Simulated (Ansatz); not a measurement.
# Li: one input, then a changed one

The structure is an experimental refinement, used without relaxation. The listed cell was then made from it by scaling, straining or moving an atom.

First run: DFT, PBE, PAW with Ansatz's default frozen-core files, scalar-relativistic (Ansatz 0.2.0).

Command: `ansatz run input.yaml --threads 1 --pin off --max-ram 2048MiB --backend cpu --events-out ev --progress --plain --runs-dir out` The run took 2.5 s on 1 thread of Arm Neoverse V1, on a shared host, peak memory 0.3 GiB.

```yaml
crystal:
  lattice:
    - [-1.7768557889, 1.7768557889, 1.6975]
    - [1.7768557889, -1.7768557889, 1.6975]
    - [1.7768557889, 1.7768557889, -1.6975]
  atoms:
    - { symbol: Li, position: [0.0, 0.0, 0.0] }
kpoints:
  mp_grid: { grid: [13, 13, 13] }
scf:
  occupations: { method: fermi_dirac, width: 0.05 }
hamiltonian:
  xc: pbe
  pseudopotentials: { kind: paw }
output:
  forces: true
  stress: true
  eigenvalues: true
  efg: { contact_densities: true }
  write_density: true
  write_potential: true
  elf: true
  volumetric_format: npy
```

Result: converged; pressure -0.73 GPa; 6 SCF iterations.

A second run of a changed input logged this at its end:

```
Error: invalid value for `kpoints.mp_grid.kspacing`: mutually exclusive with `grid` — set one or the other
```

Q: What was wrong with the input?

A: A mesh with a zero or a mesh and a spacing, by this change (others could give a like log):
```diff
@@ -7,7 +7,8 @@
     - { symbol: Li, position: [0.0, 0.0, 0.0] }
 kpoints:
-  mp_grid: { grid: [13, 13, 13] }
+  mp_grid: { grid: [13, 13, 13], kspacing: 0.3 }
 scf:
   occupations: { method: fermi_dirac, width: 0.05 }
+  max_iter: 50
 hamiltonian:
   xc: pbe
@@ -18,7 +19,3 @@
   eigenvalues: true
   efg: { contact_densities: true }
-  write_density: true
-  write_potential: true
-  elf: true
-  volumetric_format: npy
```
